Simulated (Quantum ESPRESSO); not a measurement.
# Te2Mo (P6_3/mmc) in Quantum ESPRESSO: reference runs

Reference runs on Te2Mo: the cell as given and a disturbed copy, then over a range of volumes.

Program: Quantum ESPRESSO 7.5. These are calculated values, not measurements. Logs are shortened: lines on timing, memory, paths and dates and some standing lists are left out, and cuts for length are marked.

### 1 Starting point

Symmetry: P6_3/mmc, No. 194, hexagonal system. The conventional cell has a = 3.518 Å, b = 3.518 Å, c = 13.974 Å, α = 90.00°, β = 90.00°, γ = 120.00°. Around Te (site symmetry 3m) lie 3 Mo at 2.72 Å. Mo (site symmetry -6m2) has 6 Te at 2.72 Å as nearest neighbours.

### 2 Single point, PBE

pw.in

```
&CONTROL
  calculation = 'scf'
  prefix = 'pwscf'
  outdir = './tmp'
  pseudo_dir = './pseudo'
  tprnfor = .true.
  tstress = .true.
  disk_io = 'low'
/
&SYSTEM
  ibrav = 0
  nat = 6
  ntyp = 2
  ecutwfc = 60
  ecutrho = 440
  nbnd = 36
  occupations = 'smearing'
  smearing = 'fd'
  degauss = 0.00367493
/
&ELECTRONS
  conv_thr = 1.2d-09
  electron_maxstep = 120
  mixing_beta = 0.5
/
ATOMIC_SPECIES
Te   127.6000 Te_pbe_v1.uspp.F.UPF
Mo    95.9500 Mo_ONCV_PBE-1.0.oncvpsp.upf
CELL_PARAMETERS angstrom
   3.5182000000    0.0000000000    0.0000000000
  -1.7591000000    3.0468505756    0.0000000000
   0.0000000000    0.0000000000   13.9736000000
ATOMIC_POSITIONS crystal
Te     0.6666666667    0.3333333333    0.3790000000
Te     0.3333333333    0.6666666667    0.8790000000
Te     0.6666666667    0.3333333333    0.1210000000
Te     0.3333333333    0.6666666667    0.6210000000
Mo     0.6666666667    0.3333333333    0.7500000000
Mo     0.3333333333    0.6666666667    0.2500000000
K_POINTS automatic
9 9 2 0 0 0
```

pp_density.in

```
&INPUTPP
  prefix = 'pwscf'
  outdir = './tmp'
  filplot = 'density.dat'
  plot_num = 0
/
&PLOT
  nfile = 1
  filepp(1) = 'density.dat'
  iflag = 3
  output_format = 6
  fileout = 'density.cube'
/
```

pp_potential.in

```
&INPUTPP
  prefix = 'pwscf'
  outdir = './tmp'
  filplot = 'potential.dat'
  plot_num = 11
/
&PLOT
  nfile = 1
  filepp(1) = 'potential.dat'
  iflag = 3
  output_format = 6
  fileout = 'potential.cube'
/
```

Potentials or basis: SSSP 1.3 efficiency PBE.

Command:

```sh
OMP_NUM_THREADS=1 mpirun -n 2 pw.x -nk 2 -in pw.in > pw.out
OMP_NUM_THREADS=1 mpirun -n 1 pp.x -in pp_density.in > pp_density.out
OMP_NUM_THREADS=1 mpirun -n 1 pp.x -in pp_potential.in > pp_potential.out
```

pw.out:

```text
This program is part of the open-source Quantum ESPRESSO suite
     for quantum simulation of materials; please cite
[... 6 lines left out ...]
     using ibrav=0 with symmetry is DISCOURAGED, use correct ibrav instead

     K-points division:     npool     =       2
     Subspace diagonalization in iterative solution of the eigenvalue problem:
     a serial algorithm will be used

     G-vector sticks info
     --------------------
     sticks:   dense  smooth     PW     G-vecs:    dense   smooth      PW
     Sum        1345     745    211               157485    63503   10109

     Using Slab Decomposition

     bravais-lattice index     =            0
     lattice parameter (alat)  =       6.6484  a.u.
     unit-cell volume          =    1010.8264 (a.u.)^3
     number of atoms/cell      =            6
     number of atomic types    =            2
     number of electrons       =        52.00
     number of Kohn-Sham states=           36
     kinetic-energy cutoff     =      60.0000  Ry
     charge density cutoff     =     440.0000  Ry
     scf convergence threshold =      1.2E-09
     mixing beta               =       0.5000
     number of iterations used =            8  plain     mixing
     Exchange-correlation= PBE
                           (   1   4   3   4   0   0   0)

     celldm(1)=   6.648434  celldm(2)=   0.000000  celldm(3)=   0.000000
     celldm(4)=   0.000000  celldm(5)=   0.000000  celldm(6)=   0.000000

     crystal axes: (cart. coord. in units of alat)
               a(1) = (   1.000000   0.000000   0.000000 )
               a(2) = (  -0.500000   0.866025   0.000000 )
               a(3) = (   0.000000   0.000000   3.971804 )

     reciprocal axes: (cart. coord. in units 2 pi/alat)
               b(1) = (  1.000000  0.577350 -0.000000 )
               b(2) = (  0.000000  1.154701  0.000000 )
               b(3) = (  0.000000 -0.000000  0.251775 )

     PseudoPot. # 1 for Te read from file:
     Te_pbe_v1.uspp.F.UPF
     Pseudo is Ultrasoft + core correction, Zval =  6.0
     Generated by new atomic code, or converted to UPF format
     Using radial grid of  891 points,  5 beta functions with:
                l(1) =   0
                l(2) =   0
                l(3) =   1
                l(4) =   1
                l(5) =   2
     Q(r) pseudized with  6 coefficients,  rinner =    1.800   1.800   1.800
                                                       1.800   1.800

     PseudoPot. # 2 for Mo read from file:
     Mo_ONCV_PBE-1.0.oncvpsp.upf
     Pseudo is Norm-conserving, Zval = 14.0
     Generated using ONCVPSP code by D. R. Hamann
     Using radial grid of 1526 points,  6 beta functions with:
                l(1) =   0
                l(2) =   0
                l(3) =   1
                l(4) =   1
                l(5) =   2
                l(6) =   2

     atomic species   valence    mass     pseudopotential
     Te                6.00   127.60000     Te( 1.00)
     Mo               14.00    95.95000     Mo( 1.00)

     24 Sym. Ops., with inversion, found (12 have fractional translation)

   Cartesian axes

     site n.     atom                  positions (alat units)
         1        Te     tau(   1) = (   0.5000000   0.2886751   1.5053136  )
         2        Te     tau(   2) = (  -0.0000000   0.5773503   3.4912155  )
         3        Te     tau(   3) = (   0.5000000   0.2886751   0.4805883  )
         4        Te     tau(   4) = (  -0.0000000   0.5773503   2.4664901  )
         5        Mo     tau(   5) = (   0.5000000   0.2886751   2.9788528  )
         6        Mo     tau(   6) = (  -0.0000000   0.5773503   0.9929509  )

     number of k points=    24  Fermi-Dirac smearing, width (Ry)=  0.0037
                       cart. coord. in units 2pi/alat
        k(    1) = (   0.0000000   0.0000000   0.0000000), wk =   0.0123457
        k(    2) = (   0.0000000   0.0000000  -0.1258874), wk =   0.0123457
        k(    3) = (   0.0000000   0.1283001   0.0000000), wk =   0.0740741
        k(    4) = (   0.0000000   0.1283001  -0.1258874), wk =   0.0740741
        k(    5) = (   0.0000000   0.2566001   0.0000000), wk =   0.0740741
        k(    6) = (   0.0000000   0.2566001  -0.1258874), wk =   0.0740741
[... 16 lines left out ...]
        k(   23) = (   0.3333333   0.5773503   0.0000000), wk =   0.0246914
        k(   24) = (   0.3333333   0.5773503  -0.1258874), wk =   0.0246914

     Dense  grid:   157485 G-vectors     FFT dimensions: (  45,  45, 180)

     Smooth grid:    63503 G-vectors     FFT dimensions: (  36,  36, 144)

     Initial potential from superposition of free atoms

     starting charge      51.9972, renormalised to      52.0000
     Starting wfcs are   36 randomized atomic wfcs

     Self-consistent Calculation

     iteration #  1     ecut=    60.00 Ry     beta= 0.50
     Davidson diagonalization with overlap
     ethr =  1.00E-02,  avg # of iterations =  3.3

     total energy              =    -379.70735525 Ry
     estimated scf accuracy    <       1.18994668 Ry

     iteration #  2     ecut=    60.00 Ry     beta= 0.50
     Davidson diagonalization with overlap
     ethr =  2.29E-03,  avg # of iterations =  3.1

     total energy              =    -379.58999494 Ry
     estimated scf accuracy    <       7.96288063 Ry

     iteration #  3     ecut=    60.00 Ry     beta= 0.50
     Davidson diagonalization with overlap
     ethr =  2.29E-03,  avg # of iterations =  2.3

     total energy              =    -380.37713818 Ry
     estimated scf accuracy    <       0.05980591 Ry

     iteration #  4     ecut=    60.00 Ry     beta= 0.50
     Davidson diagonalization with overlap
     ethr =  1.15E-04,  avg # of iterations =  4.3

     total energy              =    -380.38153764 Ry
     estimated scf accuracy    <       0.01340421 Ry

     iteration #  5     ecut=    60.00 Ry     beta= 0.50
     Davidson diagonalization with overlap
     ethr =  2.58E-05,  avg # of iterations =  2.3

     total energy              =    -380.38424162 Ry
     estimated scf accuracy    <       0.00069388 Ry

     iteration #  6     ecut=    60.00 Ry     beta= 0.50
     Davidson diagonalization with overlap
     ethr =  1.33E-06,  avg # of iterations =  4.9

     total energy              =    -380.38402795 Ry
     estimated scf accuracy    <       0.00156616 Ry

     iteration #  7     ecut=    60.00 Ry     beta= 0.50
     Davidson diagonalization with overlap
     ethr =  1.33E-06,  avg # of iterations =  2.0
[... 18 lines left out ...]
     iteration # 10     ecut=    60.00 Ry     beta= 0.50
     Davidson diagonalization with overlap
     ethr =  3.65E-09,  avg # of iterations =  4.2

     total energy              =    -380.38412409 Ry
     estimated scf accuracy    <       0.00000024 Ry

     iteration # 11     ecut=    60.00 Ry     beta= 0.50
     Davidson diagonalization with overlap
     ethr =  4.66E-10,  avg # of iterations =  2.8

     total energy              =    -380.38412410 Ry
     estimated scf accuracy    <       0.00000014 Ry

     iteration # 12     ecut=    60.00 Ry     beta= 0.50
     Davidson diagonalization with overlap
     ethr =  2.60E-10,  avg # of iterations =  1.5

     total energy              =    -380.38412411 Ry
     estimated scf accuracy    <       0.00000001 Ry

     iteration # 13     ecut=    60.00 Ry     beta= 0.50
     Davidson diagonalization with overlap
     ethr =  2.12E-11,  avg # of iterations =  3.4

     total energy              =    -380.38412412 Ry
     estimated scf accuracy    <          1.4E-09 Ry

     iteration # 14     ecut=    60.00 Ry     beta= 0.50
     Davidson diagonalization with overlap
     ethr =  2.72E-12,  avg # of iterations =  2.3

     End of self-consistent calculation

          k = 0.0000 0.0000 0.0000 (  7967 PWs)   bands (ev):

   -50.7969 -50.7969 -24.9540 -24.9540 -24.8312 -24.8312 -24.8312 -24.8312
    -3.0069  -2.6863  -2.1518  -1.6508   4.1444   5.4311   6.9314   8.2251
     8.2251   8.2378   8.2378   9.0113   9.0113   9.0154   9.0480   9.0480
     9.7348  10.1066  12.9686  12.9686  13.0848  13.0848  13.1629  13.1629
    13.4278  13.4278  15.7898  16.2519

          k = 0.0000 0.0000-0.1259 (  7914 PWs)   bands (ev):

   -50.7969 -50.7969 -24.9540 -24.9540 -24.8312 -24.8312 -24.8312 -24.8312
    -2.8841  -2.8841  -1.8672  -1.8672   4.6400   4.6400   8.0110   8.0110
     8.2313   8.2313   8.2313   8.2313   9.0298   9.0298   9.0298   9.0298
    10.0132  10.0132  12.9976  12.9976  12.9976  12.9976  13.3238  13.3238
    13.3238  13.3238  16.1133  16.1133

          k = 0.0000 0.1283 0.0000 (  7914 PWs)   bands (ev):

   -50.7957 -50.7957 -24.9508 -24.9508 -24.8466 -24.8466 -24.8348 -24.8348
    -2.8331  -2.5150  -2.0228  -1.5379   4.3358   5.6128   6.8440   7.8296
     7.8623   8.3619   8.3853   8.4272   8.7780   8.8264   8.9726   9.0635
     9.9057   9.9427  12.4597  12.4601  12.4851  12.5773  12.7750  13.0535
    13.1008  13.2847  16.3987  16.9438

          k = 0.0000 0.1283-0.1259 (  7920 PWs)   bands (ev):

   -50.7957 -50.7957 -24.9508 -24.9508 -24.8466 -24.8466 -24.8348 -24.8348
    -2.7123  -2.7123  -1.7450  -1.7450   4.8164   4.8164   7.7659   7.7659
     7.8987   7.8987   8.3730   8.3730   8.8028   8.8028   8.9708   8.9708
     9.9180   9.9180  12.4442  12.4442  12.5691  12.5691  12.8712  12.8712
    13.2358  13.2358  16.8085  16.8085

          k = 0.0000 0.2566 0.0000 (  7922 PWs)   bands (ev):

   -50.7928 -50.7928 -24.9425 -24.9425 -24.8854 -24.8854 -24.8439 -24.8439
    -2.3394  -2.0341  -1.6575  -1.2239   4.8353   6.0182   6.5453   6.8261
     6.9943   7.4000   8.2831   8.3529   8.5233   8.7262   8.7837   9.0471
     9.3072   9.4101  11.3793  11.9077  11.9780  12.0801  12.4165  12.6409
    13.2005  13.6117  16.3568  16.8501

          k = 0.0000 0.2566-0.1259 (  7928 PWs)   bands (ev):

   -50.7928 -50.7928 -24.9425 -24.9425 -24.8854 -24.8854 -24.8439 -24.8439
    -2.2266  -2.2266  -1.4026  -1.4026   5.2512   5.2512   6.8433   6.8433
     7.2733   7.2733   8.3155   8.3155   8.7165   8.7165   8.7575   8.7575
     9.3355   9.3355  11.6320  11.6320  12.2202  12.2202  12.3366  12.3366
    13.4337  13.4337  16.4735  16.4735
[... 115 lines left out ...]
   -50.7865 -50.7865 -24.9423 -24.9423 -24.9243 -24.9243 -24.8920 -24.8920
    -0.7316  -0.6084  -0.4751  -0.3421   4.8805   5.0548   5.2935   5.4288
     6.3740   6.6868   6.7315   7.0089   7.0183   7.3482   8.1857   8.4438
     9.5887   9.8122  11.1483  11.3794  11.4422  11.8455  12.1911  12.4129
    13.2969  14.3296  14.4439  15.0514

          k = 0.2222 0.5132-0.1259 (  7938 PWs)   bands (ev):

   -50.7865 -50.7865 -24.9423 -24.9423 -24.9243 -24.9243 -24.8920 -24.8920
    -0.6848  -0.6848  -0.3939  -0.3939   4.9718   4.9718   5.3528   5.3528
     6.4222   6.4222   6.8713   6.8713   7.3899   7.3899   8.1920   8.1920
     9.6947   9.6947  11.2830  11.2830  11.7581  11.7581  12.1444  12.1444
    13.6448  13.6448  15.0544  15.0544

          k = 0.3333 0.5774 0.0000 (  7956 PWs)   bands (ev):

   -50.7859 -50.7859 -24.9303 -24.9303 -24.9227 -24.9227 -24.9135 -24.9135
    -0.4964  -0.4964  -0.2855  -0.2855   5.1446   5.3459   5.3459   5.3813
     5.8131   6.1405   6.6724   6.6724   6.9178   6.9178   8.2189   8.2189
     9.7799  10.0157  11.0572  11.0572  11.1526  12.2094  12.3553  12.3553
    13.9425  13.9425  14.1901  15.2671

          k = 0.3333 0.5774-0.1259 (  7914 PWs)   bands (ev):

   -50.7859 -50.7859 -24.9303 -24.9303 -24.9227 -24.9227 -24.9135 -24.9135
    -0.4963  -0.4963  -0.2856  -0.2856   5.2379   5.2379   5.3729   5.3729
     6.0011   6.0011   6.4114   6.4114   7.2932   7.2932   8.0577   8.0577
     9.8727   9.8727  11.0634  11.0634  11.6319  11.6319  12.4346  12.4346
    13.6915  13.6915  15.0128  15.0128

     the Fermi energy is    10.4396 ev

!    total energy              =    -380.38412412 Ry
     estimated scf accuracy    <          7.7E-11 Ry
     smearing contrib. (-TS)   =      -0.00000257 Ry
     internal energy E=F+TS    =    -380.38412154 Ry

     The total energy is F=E-TS. E is the sum of the following terms:
     one-electron contribution =    -192.51330570 Ry
     hartree contribution      =     116.42353693 Ry
     xc contribution           =     -89.32913062 Ry
     ewald contribution        =    -214.96522215 Ry

     convergence has been achieved in  14 iterations

     Forces acting on atoms (cartesian axes, Ry/au):

     atom    1 type  1   force =     0.00000000   -0.00000000    0.01162171
     atom    2 type  1   force =    -0.00000000    0.00000000    0.01162171
     atom    3 type  1   force =     0.00000000   -0.00000000   -0.01162171
     atom    4 type  1   force =    -0.00000000   -0.00000000   -0.01162171
     atom    5 type  2   force =    -0.00000000   -0.00000000    0.00000000
     atom    6 type  2   force =     0.00000000    0.00000000    0.00000000

     Total force =     0.023243     Total SCF correction =     0.000014

     Computing stress (Cartesian axis) and pressure

          total   stress  (Ry/bohr**3)                   (kbar)     P=       38.01
   0.00024275   0.00000000   0.00000000           35.71        0.00        0.00
   0.00000000   0.00024275   0.00000000            0.00       35.71        0.00
   0.00000000  -0.00000000   0.00028975            0.00       -0.00       42.62

=------------------------------------------------------------------------------=
   JOB DONE.
=------------------------------------------------------------------------------=
```

Run time: 61 s. Hardware: 2 MPI ranks of Intel Xeon 6975P-C (Granite Rapids), shared host; peak memory 0.64 GiB.

Results:

| Property | Result |
| --- | --- |
| Free energy | -5175.3897 eV |
| Pressure | 3.8 GPa |
| Largest force | 0.299 eV/Å |
| Band gap on the k mesh | 0.73 eV, indirect (least direct gap 1.04 eV) |

Forces in eV/Å, atoms in the order of the input:
```
Te   0.000  0.000  0.299
Te   0.000  0.000  0.299
Te   0.000  0.000 -0.299
Te   0.000  0.000 -0.299
Mo   0.000  0.000  0.000
Mo   0.000  0.000  0.000
```

Stress tensor (GPa, compression positive):
```
3.57 0.00 0.00
0.00 3.57 0.00
0.00 0.00 4.26
```

Caveat: spin-orbit coupling is left out, which moves the levels of the heavy elements; an odd mesh through Γ misses points on the zone boundary, where band edges often lie; this functional lacks dispersion, which binds the layers, so the pressure and a relaxed spacing across them are unreliable.

### 3 Single point, PBE (atoms moved at random, drawn with an rms of 0.05 Å)

Changes to pw.in since step 2:

```diff
@@ -7,3 +7,3 @@
   tstress = .true.
-  disk_io = 'low'
+  disk_io = 'nowf'
 /
@@ -33,8 +33,8 @@
 ATOMIC_POSITIONS crystal
-Te     0.6666666667    0.3333333333    0.3790000000
-Te     0.3333333333    0.6666666667    0.8790000000
-Te     0.6666666667    0.3333333333    0.1210000000
-Te     0.3333333333    0.6666666667    0.6210000000
-Mo     0.6666666667    0.3333333333    0.7500000000
-Mo     0.3333333333    0.6666666667    0.2500000000
+Te     0.6822110000    0.3500440000    0.3794080000
+Te     0.3326170000    0.6686400000    0.8801280000
+Te     0.6757690000    0.3414140000    0.1238430000
+Te     0.3448300000    0.6749580000    0.6230410000
+Mo     0.6528290000    0.3186500000    0.7488880000
+Mo     0.3194740000    0.6567010000    0.2524740000
 K_POINTS automatic
```

Potentials or basis: SSSP 1.3 efficiency PBE.

Command:

```sh
OMP_NUM_THREADS=1 mpirun -n 2 pw.x -nk 2 -in pw.in > pw.out
```

pw.out:

```text
This program is part of the open-source Quantum ESPRESSO suite
     for quantum simulation of materials; please cite
         "P. Giannozzi et al., J. Phys.:Condens. Matter 21 395502 (2009);
         "P. Giannozzi et al., J. Phys.:Condens. Matter 29 465901 (2017);
         "P. Giannozzi et al., J. Chem. Phys. 152 154105 (2020);
     in publications or presentations arising from this work. More details at

     K-points division:     npool     =       2
     Subspace diagonalization in iterative solution of the eigenvalue problem:
     a serial algorithm will be used

     G-vector sticks info
     --------------------
     sticks:   dense  smooth     PW     G-vecs:    dense   smooth      PW
     Sum        1345     745    211               157485    63503   10109

     Using Slab Decomposition

     bravais-lattice index     =            0
     lattice parameter (alat)  =       6.6484  a.u.
     unit-cell volume          =    1010.8264 (a.u.)^3
     number of atoms/cell      =            6
     number of atomic types    =            2
[... 918 lines left out ...]
    13.5959  13.7444  15.0286  15.1049

     the Fermi energy is    10.4715 ev

!    total energy              =    -380.37432225 Ry
     estimated scf accuracy    <          8.1E-10 Ry
     smearing contrib. (-TS)   =      -0.00000347 Ry
     internal energy E=F+TS    =    -380.37431878 Ry

     The total energy is F=E-TS. E is the sum of the following terms:
     one-electron contribution =    -194.58427634 Ry
     hartree contribution      =     117.46047802 Ry
     xc contribution           =     -89.36424459 Ry
     ewald contribution        =    -213.88627587 Ry

     convergence has been achieved in  15 iterations

     Forces acting on atoms (cartesian axes, Ry/au):

     atom    1 type  1   force =    -0.01831870   -0.02361489    0.03054978
     atom    2 type  1   force =    -0.00481553   -0.01370181    0.00102172
     atom    3 type  1   force =    -0.01461320   -0.01614011   -0.01819922
     atom    4 type  1   force =    -0.01351202   -0.02181125   -0.03511843
     atom    5 type  2   force =     0.01834943    0.03581443    0.03455792
     atom    6 type  2   force =     0.03291001    0.03945364   -0.01281177

     Total force =     0.101749     Total SCF correction =     0.000142

     Computing stress (Cartesian axis) and pressure

          total   stress  (Ry/bohr**3)                   (kbar)     P=       48.14
   0.00029468   0.00001068   0.00001428           43.35        1.57        2.10
   0.00001068   0.00028183   0.00000106            1.57       41.46        0.16
   0.00001428   0.00000106   0.00040518            2.10        0.16       59.60

=------------------------------------------------------------------------------=
   JOB DONE.
=------------------------------------------------------------------------------=
```

Wall time 2.9 min (2 MPI ranks of Intel Xeon 6975P-C (Granite Rapids), shared host); peak memory 0.84 GiB.

Results:

```yaml
Free_energy: -5175.2563 eV
Pressure: 4.8 GPa
Largest_force: 1.364 eV/Å
Band_gap_on_the_k_mesh: 0.70 eV, indirect (least direct gap 1.02 eV)
```

Forces on the atoms (eV/Å):
```
Te  -0.471 -0.607  0.785
Te  -0.124 -0.352  0.026
Te  -0.376 -0.415 -0.468
Te  -0.347 -0.561 -0.903
Mo   0.472  0.921  0.889
Mo   0.846  1.014 -0.329
```

Caveat: spin-orbit coupling is left out, which moves the levels of the heavy elements; an odd mesh through Γ misses points on the zone boundary, where band edges often lie.

(Continued in part 2 of 2.)
